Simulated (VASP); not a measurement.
Wanted: the native input for a VASP 6.6.1 run.

```
Task                   : single point
Functional             : PBE
Potentials or basis    : VASP PAW PBE potentials, release 64 (Ga_d, As)
Cutoff                 : 520 eV
k mesh                 : 3 × 3 × 3
Occupations            : gaussian, width 0.02 eV
Spin                   : no spin polarisation
Dipole correction      : no
Further INCAR settings : LREAL = Auto; ALGO = Fast; EDIFF = 1e-06; NBANDS = 86
```

The structure of GaAs lies in POSCAR:

```
GaAs
1.0
    0.0000000000      5.7453846542     -5.7453846542
    5.7453846542      5.7453846542      0.0000000000
    5.7453846542      0.0000000000     -5.7453846542
Ga As
8 8
Direct
    0.5000000000      0.5000000000      0.0000000000
    0.5000000000      0.0000000000      0.0000000000
    1.0000000000      0.5000000000      0.0000000000
    1.0000000000      0.0000000000      0.0000000000
    0.5000000000      0.5000000000      0.5000000000
    0.5000000000      0.0000000000      0.5000000000
    1.0000000000      0.5000000000      0.5000000000
    1.0000000000      0.0000000000      0.5000000000
    0.3750000000      0.3750000000      0.3750000000
    0.3750000000      0.8750000000      0.3750000000
    0.8750000000      0.3750000000      0.3750000000
    0.8750000000      0.8750000000      0.3750000000
    0.3750000000      0.3750000000      0.8750000000
    0.3750000000      0.8750000000      0.8750000000
    0.8750000000      0.3750000000      0.8750000000
    0.8750000000      0.8750000000      0.8750000000
```

The cell isn't the ideal one: the perfect crystal in a cell of 16 atoms.

These files were run (other wordings do the same):

INCAR

```
PREC = Accurate
ENCUT = 520
EDIFF = 1E-6
ISMEAR = 0
SIGMA = 0.02
LREAL = Auto
LASPH = T
NELM = 100
ALGO = Fast
ISIF = 2
LWAVE = F
LCHARG = F
GGA = PE
NBANDS = 86
```

KPOINTS

```
Automatic mesh
0
Gamma
  3 3 3
```

Potentials or basis: VASP PAW PBE potentials, release 64 (Ga_d, As).

Run with:

```sh
$ cat potpaw_PBE.64/Ga_d/POTCAR potpaw_PBE.64/As/POTCAR > POTCAR
$ mpirun -np 1 vasp_std > vasp.out
```

It gave:

```
Pressure               : 0.1 GPa
Band gap on the k mesh : 0.16 eV
```

It took 120 s on 1 thread of Intel(R) Xeon(R) 6975P-C (Granite Rapids), with other jobs on the host, peak memory 0.5 GiB.
